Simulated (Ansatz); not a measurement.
Theory: DFT PBE, scalar-relativistic, plane waves, PAW in Ansatz. Settings: cutoff 420 eV, Γ-centred meshes spaced at most about 0.3 Å⁻¹, and about 0.25 Å⁻¹ or finer for metals (2π included), Gaussian smearing. No spin polarisation.

All energies are static (0 K, no zero-point motion).

Task: Which of these relaxed structures of B5P is the lowest in energy?
1.

```
B P
1.0
     3.29657    0.00000    0.00000
    -1.64829    2.85491    0.00000
     0.00000    0.00000    6.32989
B P
5 1
Direct
  0.16609 0.83391 0.95054
  0.16609 0.33219 0.95054
  0.66781 0.83391 0.95054
  0.66667 0.33333 0.52684
  0.66667 0.33333 0.80679
  0.33333 0.66667 0.44257
```

2.

```
B P
1.0
     4.23712   -2.96871    0.00000
     4.23712    2.96871    0.00000
    -2.96765    0.00000    4.14906
B P
10 2
Cartesian
  2.0650 -1.4896 3.8568
  2.0650 1.4896 3.8568
  3.4416 1.4896 0.2923
  3.4416 -1.4896 0.2923
  -1.9510 0.0000 2.7821
  7.4575 0.0000 1.3670
  5.0473 -1.0045 2.7568
  0.4593 1.0045 1.3922
  5.0473 1.0045 2.7568
  0.4593 -1.0045 1.3922
  2.1546 0.0000 0.4299
  3.3520 0.0000 3.7192
```

3.

```
B P
1.0
     4.27935    0.00000    0.00000
     0.00000    4.27935    0.00000
     0.00000    0.00000    4.41582
B P
5 1
Direct
  0.50000 0.50000 0.20927
  0.50000 0.19456 0.45500
  0.19456 0.50000 0.45500
  0.50000 0.80544 0.45500
  0.80544 0.50000 0.45500
  0.50000 0.50000 0.78073
```

Result: 3. The next of these, cell 2, lies 48 meV/atom higher. Forms: cell 3 P4mm; cell 2 C2/m; cell 1 P3m1. Counting B atoms around P (those within 1.25 times the shortest such distance or 1.15 times the sum of covalent radii): cell 3 has P 5; cell 2 has P 7; cell 1 has P 3. Cell 3 holds B–B nets (shortest 1.67 Å); cell 2 holds B–B bonds in all directions (shortest 1.70 Å); cell 1 holds B–B nets (shortest 1.64 Å). All come from invented guesses. Even the lowest of the cells shown lies +0.10 eV/atom against the elements.

No dispersion correction is applied, so the spacing and binding between layers, chains or molecules are poorly described (P3m1), and this can change margins and order among such cells. Cells relaxed within their symmetry can be saddle points. Some candidate types were left out of the draw beforehand, so a known form may be missing.
